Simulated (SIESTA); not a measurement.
Si2Mo under changes of volume

One of the cells (13.416 Å³/atom); the others are scaled copies at fixed shape and fractional positions:

```
Mo Si
1.0
    -1.60000    1.60000    3.93050
     1.60000   -1.60000    3.93050
     1.60000    1.60000   -3.93050
Mo Si
1 2
Direct
  0.00000 0.00000 0.00000
  0.66700 0.66700 0.00000
  0.33300 0.33300 0.00000
```

```yaml
Program: SIESTA 5.4.2
Functional: PBEsol
Potentials_or_basis: PseudoDojo 0.4 standard (PBEsol files)
Basis: DZP (energy shift 0.003 Ry; two zetas on semicore shells)
Grid_cutoff: 800 Ry
Energy_shift: 0.003 Ry
k_mesh: 12 × 12 × 12
Occupations: fermi-dirac, width 0.05 eV
Spin: no spin polarisation
```

```csv
volume (Å³/atom),energy over the lowest point (meV/atom),pressure (GPa),largest force (eV/Å)
12.611,?,?,?
12.879,10.59,8.0,0.227
13.148,1.40,3.1,0.257
13.416,0.00,-1.3,0.285
13.684,5.53,-5.2,0.314
13.953,17.41,-8.8,0.341
14.221,34.99,-12.0,0.365
```

**Question.** What does the run at 12.611 Å³/atom give?

**Answer.** Energy over the lowest point 28.55 meV/atom; pressure 13.5 GPa; largest force 0.195 eV/Å.

Worked out: A Birch-Murnaghan fit of order 3 (a polynomial in V^(-2/3)) to the other rows has its minimum at 13.33 Å³/atom with B0 = V·E''(V) = 213 GPa and B' = 4.0 at fixed shape and positions, which overstates the stiffness. It gives 28.26 meV/atom at 12.611 Å³/atom, against the run's 28.55, and -dE/dV = 13.3 GPa, against 13.5.

Energies are extrapolated to zero smearing.

Caveats: the basis of atomic orbitals isn't converged, which shifts pressures, moduli and gaps.
